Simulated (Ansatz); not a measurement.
Crystal: Au.

```
Au
1.0
     0.00000    2.03500    2.03500
     2.03500    0.00000    2.03500
     2.03500    2.03500    0.00000
Au
1
Direct
  0.00000 0.00000 0.00000
```

Program: Ansatz 0.2.0. Alike in all runs: potentials or basis Ansatz PAW; cell as given.

Q: Order these runs on this cell by their pressure, lowest first.
A. level B3LYP; spin off; k mesh 6 × 6 × 6; cutoff (eV) 420; smearing fermi-dirac 0.05 eV; mesh quality coarse
B. level r2SCAN; spin SOC, no magnetisation; k mesh 8 × 8 × 8; cutoff (eV) 500; smearing fermi-dirac 0.05 eV; points for each segment of the path 14; mesh quality not flagged
C. level BLYP; spin off; k mesh 11 × 11 × 11; cutoff (eV) 420; smearing fermi-dirac 0.05 eV; points for each segment of the path 14; mesh quality not flagged
D. level PBE; spin off; k mesh 11 × 11 × 11; cutoff (eV) 420; smearing gaussian 0.019 eV; mesh quality not flagged

A: B (6.4 GPa), D (10.8 GPa), A (19.1 GPa), C (22.5 GPa).

Caveats: some runs use coarse meshes; the PAW data sets come from PBE, with cores solved anew for the run's functional, which leaves a small shift of forces and pressure (some runs); so large a pressure means that the cell lies far from this level's equilibrium, or that cutoff or potentials fall short (some runs); the thresholds are loose for stress (some runs).
